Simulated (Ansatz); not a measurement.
Structure from Materials Project entry mp-102 (possibly hypothetical), not relaxed further.

Co: DFT, PBE, all-electron LAPW, scalar-relativistic (Ansatz 0.2.0).

Command: `ansatz run input.yaml --threads 1 --pin off --max-ram 3072MiB --backend cpu --events-out ev --progress --plain --runs-dir out` The run took 32 s on 1 thread of Arm Neoverse V2 (shared host).

```yaml
crystal:
  lattice:
    - [0.0, 1.7566572351, 1.7566572351]
    - [1.7566572351, 0.0, 1.7566572351]
    - [1.7566572351, 1.7566572351, 0.0]
  atoms:
    - { symbol: Co, position: [0.0, 0.0, 0.0], spin: 2.0 }
magnetization:
  spin_polarized: true
kpoints:
  mp_grid: { grid: [18, 18, 18] }
  band_path:
    path:
      - [0.0, 0.0, 0.0]
      - [0.5, 0.0, 0.5]
      - [0.625, 0.25, 0.625]
      - [0.375, 0.375, 0.75]
      - [0.0, 0.0, 0.0]
      - [0.5, 0.5, 0.5]
      - [0.5, 0.25, 0.75]
      - [0.5, 0.0, 0.5]
    npoints: 14
scf:
  occupations: { method: fermi_dirac, width: 0.05 }
hamiltonian:
  xc: pbe
  pseudopotentials: { kind: all_electron, lapw: { basis_error: 0.001 } }
output:
  forces: true
  stress: true
  eigenvalues: true
  populations: true
  dos: { projected: true, de: 0.2, e_range: [-14, 8] }
```

Output:

```
Co: projections on atomic orbitals take those of the free atom 1s2 2s2 2p6 3s2 3p6 3d7 4s2, of charge +0.00 (hamiltonian.pseudopotentials.projection_atoms)
LAPW: plane waves up to 9.015 Å⁻¹, error target 1.0e-3 eV per atom; small_component_spin mean_spin; Co in spheres of 1.242 Å, 17 of its electrons in bands, Dirac shells []
Engine: ansatz 0.2.0
Pseudopotentials: kind: all_electron
Pseudopotential: Co, LAPW, valence charge 17, Koelling and Harmon's equation, gaussian nucleus
Functional definition: PBE
  parameter kappa = 0.804
  parameter beta = 0.06672455060314922
  exchange = pbe_x(kappa = kappa, mu = beta*pi^2/3)
  correlation = pbe_c(beta = beta)
Crystal: 1 atoms, lattice volume = 10.842 Å³
Basis set: ecut = 309.64296810678417 eV, 137 PW (Γ), exchange–correlation at level 2
Bands: 14, of which v1, the nominal top of the filled ones, is band 9 counted from 1 (8 counted from 0)
Symmetry: 48 space group operations
Space group: Fm-3m (ITA 225), of the structure as read, at distance tolerance 2.2e-5 Å
Magnetic group: BNS 225.116 (UNI 1618), of the structure as read, at distance tolerance 2.2e-5 Å
k-points: 195 of 5832
Non-local potential: Co, projectors of the file, none
Initial density: superposition of atomic densities (chi_scale 0.1, normalization cell)
Starting moments: Σ|m| = 2 μB on 1 of 1 site
Initial wavefunctions: plane waves of lowest kinetic energy (no species holds an atomic orbital)
Functional: x = pbe(κ = 0.804, μ = 0.2195149727645171), c = pbe(β = 0.06672455060314922)
iter 1 solved again at ethr=2.14e-5 eV; its pass at ethr=1.00e-1 eV (dr2=3.63e-3 eV) is discarded
SCF iter   1: F=—  HF=-37917.505251 eV  |F-HF|=—  |Δ(HF+E_count)|=         —  Δρ=1.76e-2 (↑1.71e-2 ↓1.76e-2)  dr2=3.69e-3  dr2_m=2.81e-2  M=1.639 μB ∫|m|=1.700 μB  β_m=0.30  ethr=2.14e-5  ⟨swp⟩=3.8  Hψ=43471  notcnv=0
Mixer restart at iter 1: flushing history
preconditioner: auto → none  [metal: Δε(μ)=0.007 eV  Ē_g=16.055 eV  σ=0.050 eV  W_gap=0.04  n_scr=0 (ndim 8)  ℏωp=33.8 eV  f_vac=0.000  D(μ)=1.12/eV (n_scr^D=14)]
SCF iter   2: F=—  HF=-37917.533989 eV  |F-HF|=—  |Δ(HF+E_count)|=   2.87e-2  Δρ=1.25e-2 (↑1.20e-2 ↓1.25e-2)  dr2=1.76e-3  dr2_m=1.42e-2  M=1.634 μB ∫|m|=1.715 μB  β_m=0.48  ethr=2.14e-5  ⟨swp⟩=2.0  Hψ=14948  notcnv=0
SCF iter   3: F=—  HF=-37917.563430 eV  |F-HF|=—  |Δ(HF+E_count)|=   2.94e-2  Δρ=4.53e-3 (↑3.96e-3 ↓4.53e-3)  dr2=3.60e-4  dr2_m=1.58e-3  M=1.630 μB ∫|m|=1.745 μB  β_m=0.45  ethr=1.04e-5  ⟨swp⟩=3.0  Hψ=16882  notcnv=0
iter 4 solved again at ethr=1.55e-7 eV; its pass at ethr=2.12e-6 eV (dr2=2.63e-5 eV) is discarded
SCF iter   4: F=—  HF=-37917.568438 eV  |F-HF|=—  |Δ(HF+E_count)|=   5.01e-3  Δρ=1.63e-3 (↑1.32e-3 ↓1.63e-3)  dr2=2.63e-5  dr2_m=2.05e-4  M=1.629 μB ∫|m|=1.760 μB  β_m=0.73  ethr=1.55e-7  ⟨swp⟩=2.0  Hψ=25598  notcnv=0
SCF iter   5: F=—  HF=-37917.570422 eV  |F-HF|=—  |Δ(HF+E_count)|=         —  Δρ=2.58e-4 (↑1.56e-4 ↓2.58e-4)  dr2=1.59e-6  dr2_m=3.61e-6  M=1.631 μB ∫|m|=1.778 μB  β_m=0.75  ethr=1.55e-7  ⟨swp⟩=3.0  Hψ=16381  notcnv=0
the basis was enlarged: its passes take 365.7 KiB over the memory plan, 2 of 2 planned eigensolver slots
SCF iter   6: F=—  HF=-37917.570484 eV  |F-HF|=—  |Δ(HF+E_count)|=   6.26e-5  Δρ=3.45e-5 (↑1.58e-5 ↓3.45e-5)  dr2=6.60e-8  dr2_m=3.57e-8  M=1.631 μB ∫|m|=1.781 μB  β_m=0.87  ethr=9.34e-9  ⟨swp⟩=3.0  Hψ=15962  notcnv=0
SCF iter   7: F=—  HF=-37917.570488 eV  |F-HF|=—  |Δ(HF+E_count)|=   4.10e-6  Δρ=7.45e-6 (↑4.62e-6 ↓7.45e-6)  dr2=4.90e-10  dr2_m=3.24e-9  M=1.631 μB ∫|m|=1.781 μB  β_m=0.94  ethr=3.88e-10  ⟨swp⟩=3.0  Hψ=15275  notcnv=0
SCF iter   8: F=-37917.570488 eV  HF=-37917.570488 eV  |F-HF|=1.38e-10  |Δ(HF+E_count)|=   2.53e-7  Δρ=1.07e-6 (↑5.81e-7 ↓1.07e-6)  dr2=7.03e-11  dr2_m=3.42e-11  M=1.631 μB ∫|m|=1.781 μB  ethr=2.88e-12  ⟨swp⟩=3.4  Hψ=17617  notcnv=0
SCF 1 converged in 8 iterations: F = -37917.570488 eV  dr2 = 7.03e-11
the search or the solves at the SCF's close seem to have found levels that the self-consistency loop had missed (the run counts 1). By its estimate they hold under 1e-12 electrons; where the run keeps them, the occupations were computed again with them
NSCF: frozen V_eff on 99 k-points
SCF converged after 8 iterations
Magnetization: 1.6313 μB (9.3157 up, 7.6843 down)
Absolute magnetization: 1.7814 μB (∫|ρ↑−ρ↓|)
Spin contamination: 0.0261 ħ² per cell (⟨S²⟩ above its minimum at these occupations)
Per-site moments (μB) at R_I (Å): [(1.681394671641387, 1.2421442246502243)]
Free energy (F): -37917.570488 eV
Harris-Foulkes:  -37917.570488 eV  (|F-HF|=1.38e-10)
Internal energy: -37917.561070 eV  (E = F + TS)
E sigma→0 (E₀):  -37917.565779 eV
Entropy (-TS):   -0.009419 eV (-9.419 meV/atom)
Fermi energy:    19.221268 eV
--- Per-component energies (eV) ---
  E_band       = -237.041202
  E_kinetic    = 38481.844999
  E_xc         = -1624.848734
  E_electrostatic = -74774.557336  (all electrons and nuclei)
  E_smearing   = -0.009419  (= −TS)
  E_closure    = 0.000000  (closes the sum)
  E_atoms      = -37909.289263  (free atoms, spherical and without spin; not in F)
  Σ components = -37917.570488   (vs F -37917.570488, Δ=0.00e0)
  Basis errors (estimates in eV, not in F): energy 2.1e-4 per atom: plane waves 1.9e-4 (9.4e-5 summed), levels above the bands 9.1e-209, relativity 1.2e-8, radial functions 2.5e-5, core shells 1.4e-9; eigenvalues (radial functions only) 6.1e-6; not estimated: angular momenta, meshes, grids; target (lapw.basis_error) 1.0e-3; muffin-tin radii Co 1.242 Å
--- Forces (eV/Å), atoms counted from 1 ---
  atom   1  Co     0.00000000     0.00000000    -0.00000000
  max |Σ_I F_I| component: 2.30e-31 eV/Å
--- Stress (GPa, compression-positive) ---
        1.014692       0.000000       0.000000
        0.000000       1.014692      -0.000000
        0.000000      -0.000000       1.014692
  P = ⅓ Tr σ = 1.0147 GPa (10.147 kbar)
--- Band table (eV; the first three rows and the last of 390) ---
  k-point 0 ↑: bands = ["-76.9721", "-40.0429", "-40.0429", "-40.0429", "10.0718", "16.4747", "16.4747", "16.4747", "17.5258", "17.5258", "41.9775", "46.3938", "46.3938", "46.3938"]
  k-point 1 ↑: bands = ["-76.9705", "-40.0527", "-40.0442", "-40.0442", "10.1950", "16.4394", "16.5050", "16.5050", "17.5127", "17.5127", "41.7178", "44.8807", "46.1565", "46.1565"]
  k-point 2 ↑: bands = ["-76.9657", "-40.0809", "-40.0482", "-40.0482", "10.5579", "16.3444", "16.5821", "16.5821", "17.4871", "17.4871", "40.3231", "43.4387", "45.6715", "45.6715"]
  k-point 194 ↓: bands = ["-74.8193", "-38.2567", "-38.2217", "-38.1411", "16.0534", "16.7607", "17.3360", "19.4083", "20.5378", "26.7965", "28.4417", "29.9251", "31.2653", "47.6412"]
--- Löwdin populations: 1 site ---
  site symbol       q [e]    m [muB]
     0     Co     26.7794     1.6947
  spilling = 0.008171 (of n_electrons = 27.000000)
```

populations.tsv:

```
# site	symbol	l	j	q_up	q_dn
# orbitals = lowdin
# n_electrons = 27.000000
# spilling = 0.008171
# projection_atom_Co: 1s2 2s2 2p6 3s2 3p6 3d7 4s2
0	Co	0_1S	-	0.999994	0.999994
0	Co	0_2S	-	0.999697	0.999704
0	Co	0_3S	-	0.992366	0.992682
0	Co	0_4S	-	0.472199	0.505988
0	Co	1_2P	-	2.999998	2.999998
0	Co	1_3P	-	2.999148	2.999043
0	Co	2_3D	-	4.773629	3.044938
```
